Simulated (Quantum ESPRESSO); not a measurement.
Here is a Quantum ESPRESSO 7.5 calculation.

The input pw.in:

```
&CONTROL
  calculation = 'scf'
  prefix = 'pwscf'
  outdir = './tmp'
  pseudo_dir = './pseudo'
  tprnfor = .true.
  tstress = .true.
  disk_io = 'low'
/
&SYSTEM
  ibrav = 0
  nat = 2
  ntyp = 1
  ecutwfc = 45
  ecutrho = 360
  nbnd = 28
  input_dft = 'pbe'
  occupations = 'smearing'
  smearing = 'mp'
  degauss = 0.00999582
  nspin = 2
  starting_magnetization(1) = 0.1176
/
&ELECTRONS
  conv_thr = 4d-10
  electron_maxstep = 120
  mixing_beta = 0.3
/
ATOMIC_SPECIES
Co    58.9332 co_pbesol_v1.2.uspp.F.UPF
CELL_PARAMETERS angstrom
   0.0000000000   -2.8046400000    0.0000000000
  -2.8046400000    0.0000000000    0.0000000000
   0.0000000000    0.0000000000   -2.8046400000
ATOMIC_POSITIONS crystal
Co     0.4306918800    0.4926875000    0.6484193800
Co     0.0693081200    0.0073125000    0.8515806200
K_POINTS automatic
6 6 6 0 0 0
HUBBARD {ortho-atomic}
U Co-3d 5.3
```

File nscf.in:

```
&CONTROL
  calculation = 'nscf'
  prefix = 'pwscf'
  outdir = './tmp'
  pseudo_dir = './pseudo'
  disk_io = 'low'
/
&SYSTEM
  ibrav = 0
  nat = 2
  ntyp = 1
  ecutwfc = 45
  ecutrho = 360
  nbnd = 28
  input_dft = 'pbe'
  occupations = 'tetrahedra_opt'
  nspin = 2
  starting_magnetization(1) = 0.1176
/
&ELECTRONS
  conv_thr = 1d-08
  electron_maxstep = 120
  mixing_beta = 0.3
/
ATOMIC_SPECIES
Co    58.9332 co_pbesol_v1.2.uspp.F.UPF
CELL_PARAMETERS angstrom
   0.0000000000   -2.8046400000    0.0000000000
  -2.8046400000    0.0000000000    0.0000000000
   0.0000000000    0.0000000000   -2.8046400000
ATOMIC_POSITIONS crystal
Co     0.4306918800    0.4926875000    0.6484193800
Co     0.0693081200    0.0073125000    0.8515806200
K_POINTS automatic
9 9 9 0 0 0
HUBBARD {ortho-atomic}
U Co-3d 5.3
```

Contents of projwfc.in:

```
&PROJWFC
  prefix = 'pwscf'
  outdir = './tmp'
  filpdos = 'p'
  Emin = 3
  Emax = 28
  DeltaE = 0.05
/
```

Potentials or basis: GBRV 1.5 PBEsol.

The run is started by

```bash
$ OMP_NUM_THREADS=1 pw.x -in pw.in > pw.out
$ OMP_NUM_THREADS=1 pw.x -in nscf.in > nscf.out
$ OMP_NUM_THREADS=1 projwfc.x -in projwfc.in > projwfc.out
```

Problem. Estimate the absolute moment.

Solution. 4.13 μB per cell.

Problem. What does it give for the band gap on the k mesh?

Solution. None (metal or under the smearing width).

Problem. Estimate the largest force.

Solution. 12.336 eV/Å.

Problem. What does it give for the site moments?

Solution. Co +1.84 μB.

Eigenvalues of the final occupation matrices:
```
   site  spin  trace               eigenvalues
Co 1 3d     1   4.83  0.96 0.96 0.97 0.97 0.97
Co 1 3d     2   2.81  0.24 0.46 0.55 0.69 0.87
Co 2 3d     1   4.83  0.96 0.96 0.97 0.97 0.97
Co 2 3d     2   2.81  0.24 0.46 0.55 0.69 0.87
```

Caveat: the k mesh is coarse (spacing up to 0.37 Å⁻¹), so the values aren't converged; the potentials were made for another functional, which shifts forces and pressure; the U is typed as a test and isn't derived for this compound. The state reached can hang on the start; a lower one may exist.
